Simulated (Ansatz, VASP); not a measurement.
# Au, level by level in two programs

```
CELL_PARAMETERS angstrom
0.00000 2.03500 2.03500
2.03500 0.00000 2.03500
2.03500 2.03500 0.00000
ATOMIC_POSITIONS crystal
Au 0.00000 0.00000 0.00000
```

Single points on this cell with VASP 6.6.1 and Ansatz 0.2.0. Each row is one pair of runs. Alike in all rows: spin: off; k mesh: 11 × 11 × 11; VASP's potentials, cutoff: VASP PAW PBE potentials, release 64 (Au), 520 eV; Ansatz's potentials, cutoff: Ansatz PAW, 420 eV.

```tsv
level	smearing	gap on the k mesh at the Fermi level (eV), VASP	gap on the k mesh at the Fermi level (eV), Ansatz	pressure (GPa), VASP	pressure (GPa), Ansatz
PBE	gaussian, width 0.028 eV	none	none	10.6	10.8
PBE+D4	fermi-dirac, width 0.05 eV	none	none	4.5	4.8
SVWN5	fermi-dirac, width 0.05 eV	none	none	-3.5	-3.2
```

Pressure (GPa): the two programs differ by at most 0.32.

A gap of «none» marks a metal or a gap that the smearing closes.

Caveats: pairwise dispersion overbinds metals, which lowers pressure and volume (some rows); the PAW data sets were made with another functional, which shifts forces and pressure a little (VASP); the PAW data sets come from PBE, with cores solved anew for the run's functional, which leaves a small shift of forces and pressure (Ansatz).
